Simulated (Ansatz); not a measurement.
# Zone-centre phonons of PbSe at -0.5 GPa: input and output

Method: DFT PBEsol, scalar-relativistic, plane waves, PAW in Ansatz 0.2.0.

Launched with:
```bash
ansatz run input.yaml --threads 1 --pin off --max-ram 1228MiB --backend cpu --events-out ev --progress --plain --runs-dir out
```

Input (bare energies are in eV):
```yaml
crystal:
  lattice:
    - [3.7154, 0.0, 0.0]
    - [0.0, 3.7154, 0.0]
    - [0.0, 0.0, 3.7154]
  atoms:
    - { symbol: Pb, position: [0.0, 0.0, 0.0] }
    - { symbol: Se, position: [0.5, 0.5, 0.5] }
basis:
  ecutwfc: 420
kpoints:
  mp_grid: { grid: [12, 12, 12] }
hamiltonian:
  xc: pbesol
scf:
  occupations: { method: fermi_dirac, width: 0.15 }
output:
  eigenvalues: true
phonons:
  method: dfpt
  eigenvectors: true
```

The end of the output:
```
--- Phonons (Γ-DFPT): 2 representative perturbations + reference, on 196 of 1728 k-points (Σ response iterations 6) ---
  k mesh reduced under 8 symmetry operations, with k and −k counted as one. Each operation leaves every solved perturbation unchanged. A smaller set is not used because it would not reduce the number of displacements ...
  ASR residual: 3.488e-5 → 0.000e0 eV/Å²; symmetrization residual: 2.982e-5 eV/Å²
  ASR residual per site (eV/Å²): 1.29e-5 3.49e-5
  Γ frequencies (cm⁻¹): -46.15 -46.15 -46.15 0.00 0.00 0.00
  non-analytic LO–TO correction: not included (Born effective charges unavailable; polar crystals: no LO–TO splitting at Γ)
```

Its imaginary modes show that this cell, the ideal cubic caesium chloride prototype, isn't a minimum of the energy. In a metal, frequencies and elastic constants depend on the k mesh and the smearing, soft modes and shear constants most. Spin–orbit coupling is left out, which matters for heavy elements. A semilocal functional can close a gap that the real compound has.

Negative frequencies stand for imaginary ones: the cell is unstable against these modes.